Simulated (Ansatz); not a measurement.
# C: the cost of one run

Method: DFT PBE+D3(BJ), scalar-relativistic, plane waves, PAW, in Ansatz 0.2.0.

45 further runs of the same task are left out: 45 set aside as unsound or not needed.

### Step 1. The starting structure

Symmetry: R-3m, No. 166, trigonal system. The conventional cell has a = 2.456 Å, b = 2.456 Å, c = 10.041 Å, α = 90.00°, β = 90.00°, γ = 120.00°. Around C (site symmetry 3m) lie 3 C at 1.42 Å.

Structure file:

```cif
data_structure
_symmetry_space_group_name_H-M 'P 1'
_symmetry_Int_Tables_number 1
_cell_length_a 3.6350
_cell_length_b 3.6350
_cell_length_c 3.6350
_cell_angle_alpha 39.490
_cell_angle_beta 39.490
_cell_angle_gamma 39.490
_cell_volume 17.48
loop_
_atom_site_label
_atom_site_type_symbol
_atom_site_fract_x
_atom_site_fract_y
_atom_site_fract_z
_atom_site_occupancy
C1 C 0.16400 0.16400 0.16400 1
C2 C 0.83600 0.83600 0.83600 1
```

Source of the structure: the Crystallography Open Database.

### Step 6. Setting up the map

Rigid slide and opening across a plane, one cut a cell; the plane is (0 1 2) of the conventional cell.

- slide along a1 − a2 (4.405 Å): 12 values from 0.000 to 0.917, periodic
- opening across the cut: 7 values from −0.3 to 3.2 Å

Nothing else is relaxed (rigid halves). Energies count from the perfect crystal. Points are written as (first, second).

(The set-up runs are not shown.)

### Step 7. The run at (0.333, 3.2 Å)

Input file input.yaml:

```yaml
crystal:
  lattice:
    - [0.0, 1.4231666446, -3.3613878322]
    - [-2.4649969361, 0.0, 0.0]
    - [2.0541641134, 12.6717396854, 3.4885472117]
  atoms:
    - { symbol: C, position: [0.3787337238, 0.144823376, 0.6537880512] }
    - { symbol: C, position: [0.7523865791, 0.6418929909, 0.0502715891] }
    - { symbol: C, position: [0.9089733653, 0.2676255872, 0.2011507046] }
    - { symbol: C, position: [0.0655601514, 0.8933581835, 0.3520298201] }
    - { symbol: C, position: [0.2221469376, 0.5190907797, 0.5029089357] }
    - { symbol: C, position: [0.8042002071, 0.1838396053, 0.1006075264] }
    - { symbol: C, position: [-0.0392130067, 0.8095722016, 0.2514866419] }
    - { symbol: C, position: [0.1173737795, 0.4353047979, 0.4023657575] }
    - { symbol: C, position: [0.2739605657, 1.0610373942, 0.553244873] }
    - { symbol: C, position: [0.4305473518, 0.6867699904, 0.7041239885] }
basis:
  ecutwfc: 520.0
kpoints:
  mp_grid: { grid: [7, 11, 3] }
hamiltonian:
  xc: pbe
  dispersion: d3bj
scf:
  occupations: { method: gaussian, width: 0.05 }
output:
  forces: true
  stress: true
  eigenvalues: true
  write_density: true
  write_potential: true
  elf: true
  volumetric_format: npy
```

On the command line:

```
$ ansatz run input.yaml --threads 2 --pin off --max-ram 4096MiB --backend cpu --events-out ev --progress --plain --runs-dir out
```

Q: Estimate wall time and peak memory on 2 threads of Intel Xeon Platinum 8488C (Sapphire Rapids), shared host.

About 17 s, with a peak of 0.72 GiB.
